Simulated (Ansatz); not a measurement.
ZnS (Wurtzite-4H) under changes of volume

One of the cells (19.805 Å³/atom); the others are scaled copies at fixed shape and fractional positions:

```
CELL_PARAMETERS angstrom
3.82270 0.00000 0.00000
-1.91135 3.31056 0.00000
0.00000 0.00000 12.52000
ATOMIC_POSITIONS crystal
Zn 0.66667 0.33333 0.75000
Zn 0.33333 0.66667 0.25000
Zn 0.00000 0.00000 0.50000
Zn 0.00000 0.00000 0.00000
S 0.66667 0.33333 0.93750
S 0.33333 0.66667 0.43750
S 0.00000 0.00000 0.68750
S 0.00000 0.00000 0.18750
```

```yaml
Program: Ansatz 0.2.0
Functional: SVWN5
Potentials_or_basis: Ansatz PAW
Cutoff: "420 eV (not typed: the program's choice for these potentials)"
k_mesh: 8 × 8 × 3
Occupations: fermi-dirac, width 0.05 eV
Spin: no spin polarisation
```

```tsv
volume (Å³/atom)	energy over the lowest point (meV/atom)	pressure (GPa)	gap on the mesh (eV)	largest force (eV/Å)
18.617	0.00	-0.2	2.16	0.055
19.013	2.75	-2.0	2.06	0.049
19.409	9.49	-3.5	1.97	0.044
19.805	?	?	?	?
20.202	33.29	-6.0	1.79	0.034
20.598	49.60	-7.1	1.70	0.030
20.994	68.42	-8.1	1.62	0.026
```

Q: What does the run at 19.805 Å³/atom give?

A: Energy over the lowest point 19.81 meV/atom; pressure -4.8 GPa; gap on the mesh 1.88 eV; largest force 0.039 eV/Å.

Worked out: A Birch-Murnaghan fit of order 3 (a polynomial in V^(-2/3)) to the other rows has its minimum at 18.56 Å³/atom, just outside them, with B0 = V·E''(V) = 86 GPa and B' = 4.4 at fixed shape and positions, which overstates the stiffness. It gives 19.79 meV/atom at 19.805 Å³/atom, against the run's 19.81, and -dE/dV = -4.8 GPa, against -4.8. A straight line through the other rows of the gap, of slope -4.5 eV per unit of ln V (its deformation potential), gives 1.88 eV, against the run's 1.88.

Energies are extrapolated to zero smearing.

Caveats: odd divisions of the mesh miss points on the zone boundary, where band edges often lie, so the gap on the mesh can be too wide; the PAW data sets come from PBE, with cores solved anew for the run's functional, which leaves a small shift of forces and pressure.
